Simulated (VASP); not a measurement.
# HfB2 (P6/mmm) in VASP: notebook

Runs on HfB2. Level: PBEsol. Tasks: single point.

Everything below comes from runs of VASP 6.6.1. Logs are shortened: lines on timing, memory, paths and dates and some standing lists are left out, and cuts for length are marked.

## (1) Starting point

Symmetry: P6/mmm, No. 191, hexagonal system. The conventional cell has a = 3.140 Å, b = 3.140 Å, c = 3.480 Å, α = 90.00°, β = 90.00°, γ = 120.00°. Hf (site symmetry 6/mmm) has 12 B at 2.51 Å as nearest neighbours. B (site symmetry -6m2) has 3 B at 1.81 Å as nearest neighbours.

## (2) Single point, PBEsol

Input file INCAR:

```
SYSTEM = HfB2
  PREC = Accurate
  ENCUT = 460
  EDIFF = 1E-7
  ISMEAR = 1
  SIGMA = 0.15
  LREAL = .FALSE.
  LASPH = .FALSE.
  NELM = 100
  ALGO = Normal
  ISIF = 2
  LWAVE = .FALSE.
  LCHARG = .FALSE.
  GGA = PS
  NBANDS = 12
  ADDGRID = .FALSE.
```

Input file KPOINTS:

```
Automatic mesh
0
G
  11 11 8
  0 0 0
```

Input file POSCAR:

```
HfB2
1.0
    3.1400000000      0.0000000000      0.0000000000
   -1.5700000000      2.7193197679      0.0000000000
    0.0000000000      0.0000000000      3.4800000000
Hf B
1 2
Direct
   -0.0142630000      0.0046330000     -0.0059370000
    0.6696320000      0.3380360000      0.4871880000
    0.3055440000      0.6904850000      0.5067950000
```

Potentials or basis: VASP PAW PBE potentials, release 64 (Hf, B).

Command:

```bash
> cat potpaw_PBE.64/Hf/POTCAR potpaw_PBE.64/B/POTCAR > POTCAR
> mpirun -np 1 vasp_std > vasp.out
```

OUTCAR:

```text
SYSTEM = HfB2
   PREC = Accurate
   ENCUT = 460
   EDIFF = 1E-7
   ISMEAR = 1
   LREAL = .FALSE.
   LASPH = .FALSE.
   NELM = 100
   ISIF = 2
   GGA = PS

 Found    485 irreducible k-points:

 Following reciprocal coordinates:
            Coordinates               Weight
  0.000000  0.000000  0.000000      1.000000
  0.090909  0.000000  0.000000      2.000000
  0.000000  0.090909  0.000000      2.000000
 -0.090909  0.090909  0.000000      2.000000
  0.181818  0.000000  0.000000      2.000000
  0.000000  0.181818  0.000000      2.000000
   k-points           NKPTS =    485   k-points in BZ     NKDIM =    485   number of bands    NBANDS=     12
   number of dos      NEDOS =    301   number of ions     NIONS =      3
   total plane-waves  NPLWV =  13824
   dimension x,y,z NGX =    24 NGY =   24 NGZ =   24
   dimension x,y,z NGXF=    48 NGYF=   48 NGZF=   48
   ions per type =               1   2
   NGX,Y,Z   is equivalent  to a cutoff of  12.71, 12.71, 11.47 a.u.
   NGXF,Y,Z  is equivalent  to a cutoff of  25.41, 25.41, 22.93 a.u.
 SYSTEM =  HfB2
   PREC   = accura    normal or accurate (medium, high low for compatibility)
   ISTART =      0    job   : 0-new  1-cont  2-samecut
   ICHARG =      2    charge: 1-file 2-atom 10-const
   ISPIN  =      1    spin polarized calculation?
   LNONCOLLINEAR =      F non collinear calculations
   LSORBIT =      F    spin-orbit coupling
   LASPH  =      F    aspherical Exc in radial PAW
   ENCUT  =  460.0 eV  33.81 Ry    5.81 a.u.   5.49  5.49  6.09*2*pi/ulx,y,z
   NELM   =    100;   NELMIN=  2; NELMDL= -5     # of ELM steps
   EDIFF  = 0.1E-06   stopping-criterion for ELM
   LREAL  =      F    real-space projection
   EDIFFG = 0.1E-05   stopping-criterion for IOM
   NSW    =      0    number of steps for IOM
   IBRION =     -1    ionic relax: 0-MD 1-quasi-New 2-CG
   NFREE  =      0    steps in history (QN), initial steepest desc. (CG)
   ISIF   =      2    stress and relaxation
   ISYM   =      2    0-nonsym 1-usesym 2-fastsym
   POTIM  = 0.5000    time-step for ionic-motion
   TEBEG  =    0.0;   TEEND  =   0.0 temperature during run
   PSTRESS=    0.0 pullay stress
   NELECT =      10.0000    total number of electrons
   NUPDOWN=      -1.0000    fix difference up-down
   EMIN   =  10.00;   EMAX   =-10.00  energy-range for DOS
   EFERMI =   0.00;   METHOD = LEGACY
   ISMEAR =     1;   SIGMA  =   0.15  broadening in eV -4-tet -1-fermi 0-gaus
   EFERMI_NEDOS =   21; number of points for ismear=-14 and -15
   IALGO  =     38    algorithm
   IMIX   =      4    mixing-type and parameters
     AMIX     =   0.40;   BMIX     =  1.00
     AMIX_MAG =   1.60;   BMIX_MAG =  1.00
  volume/ion in A,a.u.               =       9.90        66.84
  Fermi-wavevector in a.u.,A,eV,Ry     =   1.138724  2.151876 17.642568  1.296692
  Thomas-Fermi vector in A             =   2.275428
   LORBIT       =      0    0 simple, 1 ext, 2 COOP (PROOUT), +10 PAW based schemes
   GGA     = PS    functional components
   LHFCALC =     F    Hartree Fock is set to
   AEXX    =    0.0000 exact exchange contribution
   IVDW    =     0    specifies the selected vdW correction
   LEPSILON=     F    determine dielectric tensor
   LRPA    =     F    only Hartree local field effects (RPA)
 non-spin polarized calculation
 Methfessel and Paxton  Order N= 1 SIGMA  =   0.15
  energy-cutoff  :      460.00
  volume of cell :       29.71
 maximum number of plane-waves:       690
 NGX is ok and might be reduce to    24
   NGX = 11   NGY = 11   NGZ = 13

 number of electron      10.0000000 magnetization

 Free energy of the ion-electron system (eV)
  ---------------------------------------------------
  ext. energy  EPLUGINS =         0.00000000
  ---------------------------------------------------
  free energy    TOTEN  =       -27.79751575 eV

  energy without entropy =      -27.79766228  energy(sigma->0) =      -27.79756460

 E-fermi :   7.7140     XC(G=0): -12.4524

 val. band max:        7.6727970155   @ k =  -0.1818  -0.1818   0.1250
 cond. band min:       7.7196515391   @ k =  -0.0909   0.0909   0.3750
 fundamental gap:      0.0468545237
 Fermi energy:         7.7139741131

 k-point     1 :       0.0000    0.0000    0.0000
  band No.  band energies     occupation
      1      -5.9016      2.00000
      2       4.3780      2.00000
      3       4.7247      2.00000
      4       5.0456      2.00000
      5       5.5475      2.00000
      6      11.5556      0.00000
      7      11.7175      0.00000
      8      11.9357      0.00000
      9      12.1313      0.00000
     10      12.8349      0.00000
     11      13.1122      0.00000
     12      13.9767      0.00000

 k-point     2 :       0.0909    0.0000    0.0000
  band No.  band energies     occupation
      1      -5.7339      2.00000
      2       3.9949      2.00000
      3       4.8492      2.00000
      4       4.9574      2.00000
      5       5.4650      2.00000
      6      10.8962      0.00000
      7      11.5744      0.00000
      8      11.8434      0.00000
      9      12.0505      0.00000
     10      13.1522      0.00000
     11      13.7458      0.00000
     12      14.5495      0.00000
[... 31 lines left out ...]
 k-point     5 :       0.1818    0.0000    0.0000
  band No.  band energies     occupation
      1      -5.2480      2.00000
      2       2.9917      2.00000
      3       4.5923      2.00000
      4       5.1757      2.00000
      5       5.4267      2.00000
      6      10.1176     -0.00000
      7      11.2388      0.00000
      8      11.4176      0.00000
      9      11.8987      0.00000
     10      13.6054      0.00000
     11      15.0596      0.00000
     12      15.3519      0.00000

 k-point     6 :       0.0000    0.1818    0.0000
  band No.  band energies     occupation
      1      -5.2436      2.00000
      2       3.0397      2.00000
      3       4.5607      2.00000
      4       5.1232      2.00000
      5       5.3994      2.00000
      6      10.0618     -0.00000
      7      11.2772      0.00000
      8      11.5098      0.00000
      9      11.9888      0.00000
     10      13.5382      0.00000
     11      15.0039      0.00000
     12      15.3444      0.00000

 [... further k-points ...]

------------------------ aborting loop because EDIFF is reached ----------------------------------------

  FORCE on cell =-STRESS in cart. coord.  units (eV):
  Direction    XX          YY          ZZ          XY          YZ          ZX
  --------------------------------------------------------------------------------------
  -------------------------------------------------------------------------------------
  Total       -0.1030817     -0.4586484     -0.7957557     -0.2392421      0.0415647     -0.0643305
  in kB       -5.5580582    -24.7298418    -42.9063127    -12.8996816      2.2411240     -3.4686329
  external PRESSURE =     -24.3980709 kB  Pullay stress =       0.0000000 kB

 VOLUME and BASIS-vectors are now :
 -----------------------------------------------------------------------------
  energy-cutoff  :      460.00
  volume of cell :       29.71
      direct lattice vectors                 reciprocal lattice vectors
     3.140000000  0.000000000  0.000000000     0.318471338  0.183869512  0.000000000
    -1.570000000  2.719319768  0.000000000     0.000000000  0.367739025  0.000000000
     0.000000000  0.000000000  3.480000000     0.000000000  0.000000000  0.287356322

 POSITION                                       TOTAL-FORCE (eV/Angst)
 -----------------------------------------------------------------------------------
      3.08794      0.01260      3.45934        -0.167425      0.369411      0.165197
      1.57193      0.91923      1.69541        -1.414812      0.299795      0.313676
     -0.12465      1.87765      1.76365         1.582237     -0.669206     -0.478873
 -----------------------------------------------------------------------------------
    total drift:                                0.000007     -0.000001     -0.000026

  FREE ENERGIE OF THE ION-ELECTRON SYSTEM (eV)
  ---------------------------------------------------
  free  energy   TOTEN  =       -27.7975157538 eV

  energy  without entropy=      -27.7976622785  energy(sigma->0) =      -27.79756460
```

Wall time 44 s (1 thread of Intel Xeon Platinum 8559C (Emerald Rapids), shared host); peak memory 0.26 GiB.

These settings aren't checked as converged: the numbers below hold their error.

What came out:

```yaml
Free_energy: -27.7975 eV
Pressure: -2.4 GPa
Largest_force: 1.783 eV/Å
Band_gap_on_the_k_mesh: none (metal or under the smearing width)
```

Caveat: the PAW data sets were made with another functional, which shifts forces and pressure a little.

## (3) Single point, PBEsol

Input file INCAR:

```
SYSTEM = HfB2
  PREC = Normal
  ENCUT = 460
  EDIFF = 1E-4
  ISMEAR = 1
  SIGMA = 0.15
  LREAL = Auto
  LASPH = .TRUE.
  NELM = 100
  ALGO = Normal
  ISIF = 2
  LWAVE = .FALSE.
  LCHARG = .FALSE.
  GGA = PS
  NBANDS = 12
  ADDGRID = .FALSE.
```

KPOINTS is that of step 2.

Input file POSCAR:

```
HfB2
1.0
    3.1400000000      0.0000000000      0.0000000000
   -1.5700000000      2.7193197679      0.0000000000
    0.0000000000      0.0000000000      3.4800000000
Hf B
1 2
Direct
    0.0000000000      0.0000000000      0.0000000000
    0.6666666667      0.3333333333      0.5000000000
    0.3333333333      0.6666666667      0.5000000000
```

Potentials or basis: VASP PAW PBE potentials, release 64 (Hf, B).

Command:

```bash
> cat potpaw_PBE.64/Hf/POTCAR potpaw_PBE.64/B/POTCAR > POTCAR
> mpirun -np 1 vasp_std > vasp.out
```

Run time: 7.4 s. Hardware: 1 thread of Intel Xeon Platinum 8559C (Emerald Rapids), shared host; peak memory 0.12 GiB.

These settings aren't checked as converged: the numbers below hold their error.

Results:

| Property | Result |
| --- | --- |
| Free energy | -27.9327 eV |
| Pressure | -4.2 GPa |
| Band gap on the k mesh | none (metal or under the smearing width) |

Caveat: the PAW data sets were made with another functional, which shifts forces and pressure a little.

## (4) Single point, PBEsol

INCAR is that of step 3.

KPOINTS is that of step 3.

Input file POSCAR:

```
HfB2
1.0
    3.1400000000      0.0000000000      0.0000000000
   -1.5700000000      2.7193197679      0.0000000000
    0.0000000000      0.0000000000      3.4800000000
Hf B
1 2
Direct
   -0.0142630000      0.0046330000     -0.0059370000
    0.6696320000      0.3380360000      0.4871880000
    0.3055440000      0.6904850000      0.5067950000
```

Command:

```bash
> cat potpaw_PBE.64/Hf/POTCAR potpaw_PBE.64/B/POTCAR > POTCAR
> mpirun -np 1 vasp_std > vasp.out
```

Wall time 36 s (1 thread of Intel Xeon Platinum 8559C (Emerald Rapids), shared host); peak memory 0.19 GiB.

The run converged, but some of its settings lie outside the range that counts as converged, so its numbers aren't taken as properties of the crystal.

Results:

```
Free energy            : -27.8002 eV
Pressure               : -2.5 GPa
Largest force          : 1.775 eV/Å
Band gap on the k mesh : none (metal or under the smearing width)
```

Caveat: the PAW data sets were made with another functional, which shifts forces and pressure a little.

## (5) Single point, PBEsol

Input file INCAR:

```
SYSTEM = HfB2
  PREC = Accurate
  ENCUT = 340
  EDIFF = 1E-7
  ISMEAR = 1
  SIGMA = 0.15
  LREAL = .FALSE.
  LASPH = .TRUE.
  NELM = 100
  ALGO = Normal
  ISIF = 2
  LWAVE = .FALSE.
  LCHARG = .FALSE.
  GGA = PS
  NBANDS = 12
  ADDGRID = .FALSE.
```

Input file KPOINTS:

```
Automatic mesh
0
G
  13 13 10
  0 0 0
```

Input file POSCAR:

```
HfB2
1.0
    3.1400000000      0.0000000000      0.0000000000
   -1.5700000000      2.7193197679      0.0000000000
    0.0000000000      0.0000000000      3.4800000000
Hf B
1 2
Direct
    0.0000000000      0.0000000000      0.0000000000
    0.6666666667      0.3333333333      0.5000000000
    0.3333333333      0.6666666667      0.5000000000
```

Potentials or basis: VASP PAW PBE potentials, release 64 (Hf, B).

Command:

```bash
> cat potpaw_PBE.64/Hf/POTCAR potpaw_PBE.64/B/POTCAR > POTCAR
> mpirun -np 1 vasp_std > vasp.out
```

OUTCAR:

```text
SYSTEM = HfB2
   PREC = Accurate
   ENCUT = 340
   EDIFF = 1E-7
   ISMEAR = 1
   LREAL = .FALSE.
   LASPH = .TRUE.
   NELM = 100
   ISIF = 2
   GGA = PS

 Found    126 irreducible k-points:

 Following reciprocal coordinates:
            Coordinates               Weight
  0.000000  0.000000  0.000000      1.000000
  0.076923  0.000000  0.000000      6.000000
  0.153846  0.000000  0.000000      6.000000
  0.230769  0.000000  0.000000      6.000000
  0.307692  0.000000  0.000000      6.000000
  0.384615 -0.000000  0.000000      6.000000
[... 169 lines left out ...]
  FORCE on cell =-STRESS in cart. coord.  units (eV):
  Direction    XX          YY          ZZ          XY          YZ          ZX
  --------------------------------------------------------------------------------------
  -------------------------------------------------------------------------------------
  Total       -0.8143679     -0.8143679     -0.8972941      0.0000000      0.0000000      0.0000000
  in kB      -43.9098583    -43.9098583    -48.3811514      0.0000000      0.0000000      0.0000000
  external PRESSURE =     -45.4002893 kB  Pullay stress =       0.0000000 kB

 VOLUME and BASIS-vectors are now :
 -----------------------------------------------------------------------------
  energy-cutoff  :      340.00
  volume of cell :       29.71
      direct lattice vectors                 reciprocal lattice vectors
     3.140000000  0.000000000  0.000000000     0.318471338  0.183869512  0.000000000
    -1.570000000  2.719319768  0.000000000     0.000000000  0.367739025  0.000000000
     0.000000000  0.000000000  3.480000000     0.000000000  0.000000000  0.287356322

 POSITION                                       TOTAL-FORCE (eV/Angst)
 -----------------------------------------------------------------------------------
      0.00000      0.00000      0.00000         0.000000      0.000000     -0.000000
      1.57000      0.90644      1.74000        -0.000000      0.000000     -0.000000
     -0.00000      1.81288      1.74000         0.000000     -0.000000      0.000000
 -----------------------------------------------------------------------------------
    total drift:                                0.000000      0.000000     -0.000000

  FREE ENERGIE OF THE ION-ELECTRON SYSTEM (eV)
  ---------------------------------------------------
  free  energy   TOTEN  =       -27.9245173502 eV

  energy  without entropy=      -27.9240270103  energy(sigma->0) =      -27.92435390
```

OSZICAR:

```text
N       E                     dE             d eps       ncg     rms          rms(c)
DAV:   1    -0.497575522076E+01   -0.49758E+01   -0.33498E+03  3044   0.499E+02
DAV:   2    -0.295331494365E+02   -0.24557E+02   -0.23735E+02  4264   0.101E+02
DAV:   3    -0.301641451465E+02   -0.63100E+00   -0.62839E+00  4104   0.141E+01
DAV:   4    -0.301663969802E+02   -0.22518E-02   -0.22515E-02  3764   0.891E-01
DAV:   5    -0.301664096983E+02   -0.12718E-04   -0.12718E-04  4148   0.557E-02    0.203E+01
DAV:   6    -0.281417020635E+02    0.20247E+01   -0.36281E+00  3652   0.946E+00    0.105E+01
DAV:   7    -0.279521853883E+02    0.18952E+00   -0.74139E-01  3980   0.462E+00    0.264E+00
DAV:   8    -0.279269711595E+02    0.25214E-01   -0.84738E-02  3588   0.146E+00    0.556E-01
DAV:   9    -0.279247687071E+02    0.22025E-02   -0.10926E-02  3592   0.532E-01    0.230E-01
DAV:  10    -0.279245341836E+02    0.23452E-03   -0.13983E-03  3560   0.194E-01    0.401E-02
DAV:  11    -0.279245190287E+02    0.15155E-04   -0.59955E-05  3832   0.495E-02    0.225E-02
DAV:  12    -0.279245172977E+02    0.17310E-05   -0.79238E-06  3788   0.149E-02    0.425E-03
DAV:  13    -0.279245173502E+02   -0.52442E-07   -0.15172E-07  3344   0.266E-03
   1 F= -.27924517E+02 E0= -.27924354E+02  d E =-.490340E-03
```

stdout:

```text
POSCAR found type information on POSCAR HfB
 POSCAR found :  2 types and       3 ions
 scaLAPACK will be used
 -----------------------------------------------------------------------------
|                                                                             |
|                                                                             |
|     You enforced a specific xc type in the INCAR file but a different       |
|     I HOPE YOU KNOW WHAT YOU ARE DOING!                                     |
|                                                                             |
 -----------------------------------------------------------------------------

 LDA part: xc-table for (Slater+PW92), standard interpolation
 POSCAR, INCAR and KPOINTS ok, starting setup
 FFT: planning ... GRIDC
 FFT: planning ... GRID_SOFT
 FFT: planning ... GRID
 WAVECAR not read
 entering main loop
```

Run time: 12 s. Hardware: 1 thread of Intel Xeon Platinum 8559C (Emerald Rapids), shared host; peak memory 0.14 GiB.

These settings aren't checked as converged: the numbers below hold their error.

Results:

* Free energy: -27.9245 eV
* Band gap on the k mesh: none (metal or under the smearing width)

Caveat: the cutoff is under 1.25 times the usual one of these potentials, so pressure, stress and relaxed cells hold a basis-set (Pulay) error; the PAW data sets were made with another functional, which shifts forces and pressure a little.
